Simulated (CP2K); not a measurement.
Runs of CP2K 2026.2 on FePt (Tetraferroplatinum). It takes space group P4/mmm (No. 123, tetragonal). The conventional cell has a = 2.724 Å, b = 2.724 Å, c = 3.720 Å, α = 90.00°, β = 90.00°, γ = 90.00°. Pt (site symmetry 4/mmm) is surrounded by 8 Fe at 2.68 Å and 4 Pt at 2.72 Å. Around Fe (site symmetry 4/mmm) lie 8 Pt at 2.68 Å and 4 Fe at 2.72 Å. 

| level | potentials or basis | smearing | EPS_DEFAULT | NGRIDS | points a segment of the path (NPOINTS) | bands added on the path | CUTOFF of the grids | pressure (GPa) | moment (μB) |
| --- | --- | --- | --- | --- | --- | --- | --- | --- | --- |
| PBE | POTENTIAL_UZH Pt GTH-PBE-q18, Fe GTH-PBE-q16; TZVP-MOLOPT-PBE-GTH basis | fermi-dirac 0.05 eV | 1.0E-10 | 4 | 8 | 2 | 500 Ry | 4.8 | 3.38 |
| PBEsol | POTENTIAL_UZH Pt GTH-PBE-q18, Fe GTH-PBE-q16; TZVP-MOLOPT-PBE-GTH basis | fermi-dirac 0.0259 eV | 1.0E-9 | 4 | 10 | 6 | 500 Ry | -4.4 | 3.38 |
| r2SCAN | POTENTIAL_UZH Pt GTH-SCAN-q18, Fe GTH-SCAN-q16; TZVP-MOLOPT-SCAN-GTH basis | fermi-dirac 0.05 eV | 1.0E-10 | 5 | 6 | 6 | 700 Ry | (a) | 3.64 |
| LDA | GTH_POTENTIALS Pt GTH-PADE-q18, Fe GTH-PADE-q16; TZVP-MOLOPT-PBE-GTH basis | fermi-dirac 0.05 eV | 1.0E-9 | 5 | 10 | 4 | 500 Ry | -16.7 | 3.35 |

Alike in all rows: task band structure; spin collinear, ferromagnetic start; cell as given; k mesh 10 × 10 × 7.

Task: Fill in the values left out.

Result: (a) 5.2.

Caveats: the basis of atomic orbitals isn't converged, which shifts pressures, moduli and gaps; the total moment is fixed, so each spin has its own Fermi level; the potentials were made for another functional, which shifts forces and pressure (some runs).
